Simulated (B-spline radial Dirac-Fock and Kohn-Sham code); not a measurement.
## The Rh-like isoelectronic sequence (45 electrons), Z = 45 to 55

Calculated with a B-spline atomic structure program, using ΔSCF Dirac-Fock with Breit, self-energy and vacuum polarisation, finite nucleus, configuration average. Binding energies in eV, tabulated ground configurations. Correlation and solid-state effects are left out.

```
  ion  configuration   2p1/2   3p1/2  4p1/2  4p3/2  outermost level  NIST ionisation energy
   Rh   [Kr] 4d8 5s1  3156.2   532.9  62.22  58.38        6.07 (5s)                  7.4589
  Pd⁺       [Kr] 4d9  3350.3   581.2  76.51  72.11       18.65 (4d)            19.43 ± 0.12
 Ag²⁺       [Kr] 4d9       ?       ?      ?      ?                ?                       ?
 Cd³⁺       [Kr] 4d9  3774.8   700.5  120.9  115.0       52.36 (4d)                51 ± 1.7
 In⁴⁺       [Kr] 4d9  4000.2   766.2  146.6  139.8       72.64 (4d)              69.3 ± 1.2
 Sn⁵⁺       [Kr] 4d9  4234.2   835.8  174.6  166.8       95.02 (4d)                  94 ± 2
 Sb⁶⁺       [Kr] 4d9  4476.9   909.2  204.6  195.7       119.4 (4d)                 117 ± 2
 Te⁷⁺       [Kr] 4d9  4728.2   986.3  236.7  226.7       145.7 (4d)               143 ± 2.1
  I⁸⁺       [Kr] 4d9  4988.1  1067.1  270.9  259.5       174.0 (4d)               171 ± 2.2
 Xe⁹⁺       [Kr] 4d9  5256.8  1151.7  307.1  294.2       204.1 (4d)               202 ± 2.2
Cs¹⁰⁺       [Kr] 4d9  5534.3  1239.9  345.2  330.8       236.1 (4d)               233 ± 2.4
```

Task: Fill in the row of Ag²⁺.

Result: 2p1/2 3558.2, 3p1/2 638.8, 4p1/2 97.43, 4p3/2 92.32, outermost 34.30 (4d), NIST 34.8 ± 0.3 eV.

NIST's values are for the lowest levels; a dash marks a value that is missing or belongs to another shell. Their kind here: measured, semi-empirical, theoretical. Where a p, d or f shell is open in either ion the computed value averages over both j values and all terms, while the table refers to the lowest levels; that difference holds spin-orbit splitting (largest in heavy or highly charged ions), term energies where several electrons share open shells, and correlation, and it can reach 10 % or more.
